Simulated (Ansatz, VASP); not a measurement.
**Two plane-wave programs on Pt**

```xyz
1
Lattice="0.0000 1.9851 1.9851 1.9851 0.0000 1.9851 1.9851 1.9851 0.0000" Properties=species:S:1:pos:R:3 pbc="T T T"
Pt    0.0000    0.0000    0.0000
```

Alike in both runs: task relaxation of cell and atoms; functional LDA; k mesh 18 × 18 × 18; occupations gaussian, width 0.1 eV; no spin polarisation.

```csv
,VASP,Ansatz
version,VASP 6.6.1,Ansatz 0.2.0
potentials or method,"VASP PAW LDA potentials, release 64 (Pt)","scalar-relativistic, plane waves, PAW"
plane-wave cutoff (eV),600,420
valence electrons in the cell,10,18
```

|  | VASP | Ansatz | Ansatz less VASP |
| --- | --- | --- | --- |
| gap on the k mesh at the Fermi level, each at its own relaxed structure (eV) | none | none | - |
| relaxed volume (Å³/atom) | 14.80 | 14.76 | -0.043 |
| relaxed cell length with the largest relative difference (Å) | 2.756 | 2.753 | -0.0027 |
| energy change over the relaxation (meV/atom) | -41 | -45 | -4.1 |

A gap of «none» marks a metal or a gap that the smearing closes. The two sets of potentials don't hold the same shells in valence.

The runs have no spin-orbit coupling, so splittings on Pt are missing. Zero-point motion and thermal expansion aren't in these numbers. LDA usually gives volumes a few per cent too small.
